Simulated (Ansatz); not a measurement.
# Rb (fcc type): the cost of one run

Method: DFT, PBE, all-electron LAPW, scalar-relativistic, in Ansatz 0.2.0.

This is Rb in the fcc structure; at room conditions it is bcc.

## Step 1: The starting structure

It takes space group Fm-3m (No. 225, cubic). Conventional cell: a = 6.352 Å, b = 6.352 Å, c = 6.352 Å, α = 90.00°, β = 90.00°, γ = 90.00°. Rb (site symmetry m-3m) is surrounded by 12 Rb at 4.49 Å.

As a file:

```cif
data_structure
_symmetry_space_group_name_H-M 'Fm-3m'
_symmetry_Int_Tables_number 225
_cell_length_a 6.3521
_cell_length_b 6.3521
_cell_length_c 6.3521
_cell_angle_alpha 90.000
_cell_angle_beta 90.000
_cell_angle_gamma 90.000
_cell_volume 256.31
loop_
_atom_site_label
_atom_site_type_symbol
_atom_site_symmetry_multiplicity
_atom_site_Wyckoff_symbol
_atom_site_fract_x
_atom_site_fract_y
_atom_site_fract_z
_atom_site_occupancy
Rb1 Rb 4 a 0.00000 0.00000 0.00000 1
```

The file gives the conventional cell by its symmetry; the runs use the cell typed in the input.

## Step 2: Fcc relaxed under pressure, LAPW

Input file input.yaml:

```yaml
crystal:
  lattice:
    - [0.0, 3.1760649082, 3.1760649082]
    - [3.1760649082, 0.0, 3.1760649082]
    - [3.1760649082, 3.1760649082, 0.0]
  atoms:
    - { symbol: Rb, position: [0.0, 0.0, 0.0] }
kpoints:
  mp_grid: { grid: [11, 11, 11] }
scf:
  occupations: { method: fermi_dirac, width: 0.08 }
hamiltonian:
  xc: pbe
  pseudopotentials: { kind: all_electron, lapw: { basis_error: 0.0005 } }
output:
  forces: true
  stress: true
  eigenvalues: true
relax:
  f_tol: 0.005
  max_steps: 12
  cell: { p_target: 1.9, stress_tol: 0.03 }
```

On the command line:

```console
$ ansatz run input.yaml --threads 1 --pin off --max-ram 3584MiB --backend cpu --events-out ev --progress --plain --runs-dir out
```

Q: Estimate wall time and peak memory on 1 thread of Arm Neoverse V2, shared host.

About 4 s, with a peak of 0.23 GiB.
